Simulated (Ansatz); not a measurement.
# Pb: clamped-ion strain scan

Method: Ansatz 0.2.0, DFT PBE, scalar-relativistic, plane waves, PAW. Cutoff 420 eV, Γ-centred 16×16×16 k-points, Gaussian smearing of 0.15 eV. Spin–orbit coupling is left out, which can shift energies with elements as heavy as these. No spin polarisation. Energies are free energies at this smearing, counted from the undisturbed cell; pressure is positive in compression.

Zero of the scan (as given, not relaxed at this level; it stands at 2.7 GPa):

```
CELL_PARAMETERS angstrom
0.00000 2.46980 2.46980
2.46980 0.00000 2.46980
2.46980 2.46980 0.00000
ATOMIC_POSITIONS crystal
Pb 0.00000 0.00000 0.00000
```

The cell is strained by ε times the Voigt pattern (1, -1, 0, 0, 0, 0) (xx, yy, zz, yz, xz, xy; engineering shear) with fractional coordinates fixed. The cell is metallic on the mesh throughout.

| ε | ΔE (meV/atom) |
| --- | --- |
| -0.0600 | 13.2 |
| -0.0300 | 3.8 |
| 0.0000 | 0.0 |
| 0.0075 | 0.2 |
| 0.0150 | 0.9 |
| 0.0225 | 2.1 |
| 0.0375 | 5.9 |
| 0.0450 | 8.1 |
| 0.0525 | 10.5 |

(1) Predict the pressure (GPa) at each point.

Answers

(1)
| ε | pressure (GPa) |
| --- | --- |
| -0.0600 | 3.0 |
| -0.0300 | 2.7 |
| 0.0000 | 2.7 |
| 0.0075 | 2.7 |
| 0.0150 | 2.7 |
| 0.0225 | 2.7 |
| 0.0375 | 2.8 |
| 0.0450 | 2.8 |
| 0.0525 | 2.9 |